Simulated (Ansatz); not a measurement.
Space group P6_3/mmc (No. 194). a = 2.808 Å, b = 2.808 Å, c = 4.689 Å, α = 90.00°, β = 90.00°, γ = 120.00°
```
atom site symmetry x y z
  Al    2c      -6m2  0.6667  0.3333  0.7500
```

Equation of state of this Al structure (not necessarily the ground state), with shape and atoms relaxed at each volume where symmetry leaves them free. It has no gap at any of these volumes. Theory: DFT r2SCAN, scalar-relativistic, plane waves, PAW (Ansatz).

Settings: cutoff 500 eV, Γ-centred mesh 18×18×10 on the computed 2-atom cell, Gaussian smearing of 0.10 eV; no spin polarisation.

```tsv
V (Å³/atom)	E − E(largest V) (meV/atom)	P (GPa)
15.050	3.41	6.24
15.530	-10.19	2.88
16.011	-14.38	0.00
16.491	-10.59	-2.45
16.971	0.00	-4.54
```

Fit a third-order Birch–Murnaghan equation to E(V).

V0 = 16.01 Å³/atom, B0 = 89 GPa, B0' = 4.4.

This form isn't the element's structure at ambient conditions.